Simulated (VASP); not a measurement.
A run of VASP 6.6.1 is set up as follows.

The input INCAR:

```
PREC = Accurate
ENCUT = 520
EDIFF = 1E-6
ISMEAR = 0
SIGMA = 0.01
LREAL = False
LASPH = True
NELM = 100
ALGO = Normal
ISIF = 2
LWAVE = False
LCHARG = False
GGA = PE
NBANDS = 14
```

Contents of KPOINTS:

```
Automatic mesh
0
Gamma
  6 6 6
```

POSCAR

```
NaCl
1.0
    3.4595458649      0.0000000000      0.0000000000
    0.0000000000      3.4595458649      0.0000000000
    0.0000000000      0.0000000000      3.4595458649
Na Cl
1 1
Direct
    0.0000000000      0.0000000000      0.0000000000
    0.5000000000      0.5000000000      0.5000000000
```

Potentials or basis: VASP PAW PBE potentials, release 64 (Na_pv, Cl).

Launch:

```console
$ cat potpaw_PBE.64/Na_pv/POTCAR potpaw_PBE.64/Cl/POTCAR > POTCAR
$ mpirun -np 1 vasp_std > vasp.out
```

(1) Predict the band gap on the k mesh.

(2) Estimate the pressure.

Answers

(1) 4.10 eV, indirect (least direct gap 4.63 eV).

(2) 1.1 GPa.
